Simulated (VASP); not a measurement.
# C18O in VASP: notebook

Runs on C18O. Level: PBEsol. Tasks: single point.

Program: VASP 6.6.1. These are calculated values, not measurements. Logs are shortened: lines on timing, memory, paths and dates and some standing lists are left out, and cuts for length are marked.

### Step 1. Starting point

The cell holds a slab with vacuum, 19 atoms: a = 7.398 Å, b = 7.398 Å, c = 11.000 Å, α = 90.00°, β = 90.00°, γ = 120.00°.

The cell was built by a generator and needn't be a form met in nature.

### Step 2. Single point, PBEsol, collinear spin, typed start

Contents of INCAR:

```
PREC = Accurate
ENCUT = 520
EDIFF = 1E-7
ISMEAR = -1
SIGMA = 0.05
LREAL = Auto
LASPH = True
NELM = 150
ALGO = Fast
ISIF = 2
LWAVE = False
LCHARG = False
ISPIN = 2
MAGMOM = 0 0 0 0 0 0 0 0 0 0 0 0 0 0 0 0 0 0 1
LORBIT = 11
GGA = PS
NBANDS = 58
```

Contents of KPOINTS:

```
regular mesh
0
Gamma
  2 2 1
```

Contents of POSCAR:

```
C18O
1.0
    7.3980000000      0.0000000000      0.0000000000
   -3.6990000000      6.4068560000      0.0000000000
    0.0000000000      0.0000000000     11.0000000000
C O
18 1
Direct
   -0.0000339562      0.0036742800      0.0894933905
    0.2229415074      0.1146006280      0.0853495335
    0.0009796035      0.3355154918      0.0831829958
    0.2209576750      0.4457775529      0.0831896702
   -0.0010206021      0.6666879864      0.0853523298
    0.2218811013      0.7775723846      0.0894035901
    0.3349588623      0.0037095566      0.0893778378
    0.5524368864      0.1154821854      0.0911334460
    0.3328886230      0.3344915823      0.0839356520
    0.5560537675      0.4457432418      0.0832545299
    0.3276206228      0.6658085507      0.0911786340
    0.5524089991      0.7735706010      0.1142707844
    0.6694905438      0.0077124825      0.1142412159
    0.8942921286      0.1154776619      0.0911849103
    0.6657726622      0.3354777542      0.0831637186
    0.8890490477      0.4468089878      0.0839272555
    0.6694265222      0.6658080029      0.0912307849
    0.8869400316      0.7776021745      0.0894754288
    0.6110293738      0.8906880950      0.2267453919
```

Potentials or basis: VASP PAW PBE potentials, release 64 (C, O).

Run with:

```sh
cat potpaw_PBE.64/C/POTCAR potpaw_PBE.64/O/POTCAR > POTCAR
mpirun -np 1 vasp_std > vasp.out
```

OUTCAR:

```text
PREC = Accurate
   ENCUT = 520
   EDIFF = 1E-7
   ISMEAR = -1
   LREAL = Auto
   LASPH = True
   NELM = 150
   ISIF = 2
   ISPIN = 2
   LORBIT = 11
   GGA = PS

 ion  position               nearest neighbor table
   1  1.000  0.004  0.089-  14 1.39   2 1.43  18 1.45
   2  0.223  0.115  0.085-   9 1.41   7 1.43   1 1.43
   3  0.001  0.336  0.083-   4 1.41  14 1.41  16 1.43
   4  0.221  0.446  0.083-   3 1.41  11 1.41   9 1.43
   5  0.999  0.667  0.085-  16 1.41   6 1.43  18 1.43
   6  0.222  0.778  0.089-  11 1.39   5 1.43   7 1.45
   7  0.335  0.004  0.089-   8 1.39   2 1.43   6 1.45
   8  0.552  0.115  0.091-   7 1.39  15 1.41  13 1.46
   9  0.333  0.334  0.084-   2 1.41  10 1.43   4 1.43
  10  0.556  0.446  0.083-  15 1.41  17 1.41   9 1.43
  11  0.328  0.666  0.091-   6 1.39   4 1.41  12 1.46
  12  0.552  0.774  0.114-  19 1.45  17 1.46  11 1.46  13 1.50
  13  0.669  0.008  0.114-  19 1.45  14 1.46   8 1.46  12 1.50
  14  0.894  0.115  0.091-   1 1.39   3 1.41  13 1.46
  15  0.666  0.335  0.083-  10 1.41   8 1.41  16 1.43
  16  0.889  0.447  0.084-   5 1.41   3 1.43  15 1.43
  17  0.669  0.666  0.091-  18 1.39  10 1.41  12 1.46
  18  0.887  0.778  0.089-  17 1.39   5 1.43   1 1.45
  19  0.611  0.891  0.227-  13 1.45  12 1.45

  LATTYP: Found a hexagonal cell.
 ALAT       =     7.3980000000
 C/A-ratio  =     1.4868883482

  Lattice vectors:

 A1 = (   7.3980000000,   0.0000000000,   0.0000000000)
 A2 = (  -3.6990000000,   6.4068560000,   0.0000000000)
 A3 = (   0.0000000000,   0.0000000000,  11.0000000000)

Analysis of symmetry for initial positions (statically):
=====================================================================
 Subroutine PRICEL returns:
 Original cell was already a primitive cell.

 Routine SETGRP: Setting up the symmetry group for a
 hexagonal supercell.

 Subroutine GETGRP returns: Found  1 space group operations
 (whereof  1 operations were pure point group operations)
 out of a pool of 24 trial point group operations.

The static configuration has the point symmetry C_1 .

Analysis of symmetry for dynamics (positions and initial velocities):
=====================================================================
 Subroutine PRICEL returns:
 Original cell was already a primitive cell.

 Routine SETGRP: Setting up the symmetry group for a
 hexagonal supercell.

 Subroutine GETGRP returns: Found  1 space group operations
 (whereof  1 operations were pure point group operations)
 out of a pool of 24 trial point group operations.

The dynamic configuration has the point symmetry C_1 .

[... 170 lines left out ...]
  ext. energy  EPLUGINS =         0.00000000
  ---------------------------------------------------
  free energy    TOTEN  =      -177.79943486 eV

  energy without entropy =     -177.78120758  energy(sigma->0) =     -177.79032122

 E-fermi :  -1.6299     XC(G=0):  -4.0621

 val. band max:       -1.7303671129   @ k =   0.0000   0.0000   0.0000
 cond. band min:      -1.5292806848   @ k =   0.0000   0.0000   0.0000
 fundamental gap:      0.2010864282
 Fermi energy:        -1.6299033160

 spin component 1

 k-point     1 :       0.0000    0.0000    0.0000
  band No.  band energies     occupation
      1     -25.0924      1.00000
      2     -20.8859      1.00000
      3     -18.7229      1.00000
      4     -18.7169      1.00000
      5     -18.6383      1.00000
      6     -18.5976      1.00000
[... 205 lines left out ...]
     50       4.4958      0.00000
     51       4.6373      0.00000
 Fermi energy:        -1.6299033160

 spin component 2

 k-point     1 :       0.0000    0.0000    0.0000
  band No.  band energies     occupation
      1     -25.0924      1.00000
      2     -20.8859      1.00000
      3     -18.7229      1.00000
      4     -18.7169      1.00000
      5     -18.6383      1.00000
      6     -18.5976      1.00000
[... 205 lines left out ...]
     50       4.4959      0.00000
     51       4.6366      0.00000
 [bands above 51 left out]

------------------------ aborting loop because EDIFF is reached ----------------------------------------

  FORCE on cell =-STRESS in cart. coord.  units (eV):
  Direction    XX          YY          ZZ          XY          YZ          ZX
  --------------------------------------------------------------------------------------
  -------------------------------------------------------------------------------------
  Total        0.8431877      2.8916509      0.2964859     -0.0041945     -0.0069715     -0.0194293
  in kB        2.5910923      8.8859622      0.9110930     -0.0128896     -0.0214231     -0.0597058
  external PRESSURE =       4.1293825 kB  Pullay stress =       0.0000000 kB

 VOLUME and BASIS-vectors are now :
 -----------------------------------------------------------------------------
  energy-cutoff  :      520.00
  volume of cell :      521.38
      direct lattice vectors                 reciprocal lattice vectors
     7.398000000  0.000000000  0.000000000     0.135171668  0.078041398  0.000000000
    -3.699000000  6.406856000  0.000000000     0.000000000  0.156082796  0.000000000
     0.000000000  0.000000000 11.000000000     0.000000000  0.000000000  0.090909091

 POSITION                                       TOTAL-FORCE (eV/Angst)
 -----------------------------------------------------------------------------------
      7.38416      0.02354      0.98443         0.019042     -0.020136     -0.004254
      1.22541      0.73423      0.93884        -0.013935     -0.029256     -0.000949
     -1.23382      2.14960      0.91501        -0.013716      0.002103      0.017801
     -0.01429      2.85603      0.91509         0.008165      0.000391      0.016329
      4.92437      4.27137      0.93888        -0.002498      0.023255     -0.002169
     -1.23476      4.98179      0.98344         0.018457      0.030166      0.008585
[... 11 lines left out ...]
      3.68523      4.98199      0.98423        -0.006435      0.010051      0.005235
      1.22574      5.70651      2.49420        -0.010037      0.001841      0.348369
 -----------------------------------------------------------------------------------
    total drift:                                0.002114      0.019838      0.001681

  FREE ENERGIE OF THE ION-ELECTRON SYSTEM (eV)
  ---------------------------------------------------
  free  energy   TOTEN  =      -177.7994348593 eV

  energy  without entropy=     -177.7812075801  energy(sigma->0) =     -177.79032122

 total charge

# of ion       s       p       d       tot
------------------------------------------
    1        0.857   1.782   0.000   2.639
    2        0.859   1.783   0.000   2.642
    3        0.861   1.794   0.000   2.655
    4        0.861   1.794   0.000   2.655
    5        0.859   1.783   0.000   2.642
    6        0.857   1.782   0.000   2.639
[... 11 lines left out ...]
   18        0.857   1.782   0.000   2.639
   19        1.594   3.431   0.000   5.025
--------------------------------------------------
tot         17.015  35.537   0.000  52.552

 magnetization (x)

# of ion       s       p       d       tot
------------------------------------------
    1       -0.000   0.000   0.000   0.000
    2        0.000   0.000   0.000   0.000
    3        0.000   0.000   0.000   0.000
    4        0.000   0.000   0.000   0.000
    5        0.000   0.000   0.000   0.000
    6        0.000   0.000   0.000   0.000
[... 11 lines left out ...]
   18        0.000   0.000   0.000   0.000
   19       -0.000   0.000   0.000   0.000
--------------------------------------------------
tot         -0.000   0.000   0.000   0.000
```

OSZICAR:

```text
N       E                     dE             d eps       ncg     rms          rms(c)
DAV:   1     0.615624621505E+03    0.61562E+03   -0.31865E+04   936   0.108E+03
DAV:   2    -0.966640663113E+02   -0.71229E+03   -0.67973E+03  1328   0.270E+02
[... 19 lines left out ...]
RMM:  22    -0.177799428067E+03   -0.11691E-04   -0.21176E-06  1021   0.326E-03    0.625E-04
RMM:  23    -0.177799430644E+03   -0.25766E-05   -0.81374E-07  1006   0.190E-03    0.459E-04
RMM:  24    -0.177799433126E+03   -0.24828E-05   -0.39530E-07   985   0.145E-03    0.329E-04
RMM:  25    -0.177799434083E+03   -0.95616E-06   -0.20942E-07   957   0.103E-03    0.273E-04
RMM:  26    -0.177799434475E+03   -0.39267E-06   -0.60905E-08   772   0.621E-04    0.113E-04
RMM:  27    -0.177799434762E+03   -0.28672E-06   -0.23507E-08   711   0.441E-04    0.862E-05
RMM:  28    -0.177799434859E+03   -0.97403E-07   -0.93066E-09   636   0.305E-04
   1 F= -.17779943E+03 E0= -.17779032E+03  d E =-.182273E-01  mag=     0.0000
```

Wall time 6.1 min (1 thread of Intel Xeon 6975P-C (Granite Rapids), shared host); peak memory 0.82 GiB.

What came out:

```
Free energy                                           : -177.7994 eV
Largest force                                         : 0.349 eV/Å
Band gap on the k mesh                                : 0.20 eV, direct
Net moment                                            : 0.00 μB per cell
Valence electrons inside the program's atomic spheres : C 2.64, 2.65, 2.58; O 5.03
```

Forces in eV/Å, atoms in the order of the input:
```
C    0.019 -0.020 -0.004
C   -0.014 -0.029 -0.001
C   -0.014  0.002  0.018
C    0.008  0.000  0.016
C   -0.002  0.023 -0.002
C    0.018  0.030  0.009
C    0.000 -0.039  0.011
C    0.057 -0.021 -0.037
C   -0.008  0.028 -0.002
C    0.000  0.010  0.007
C    0.040  0.015 -0.036
C    0.001 -0.156 -0.131
C   -0.007  0.171 -0.136
C   -0.057 -0.013 -0.037
C    0.027  0.017  0.021
C   -0.011 -0.036 -0.010
C   -0.040  0.006 -0.039
C   -0.006  0.010  0.005
O   -0.010  0.002  0.348
```

Caveat: the k mesh is coarse (spacing up to 0.49 Å⁻¹), so the values aren't converged; the PAW data sets were made with another functional, which shifts forces and pressure a little.

(Part 1 of 2 ends here.)
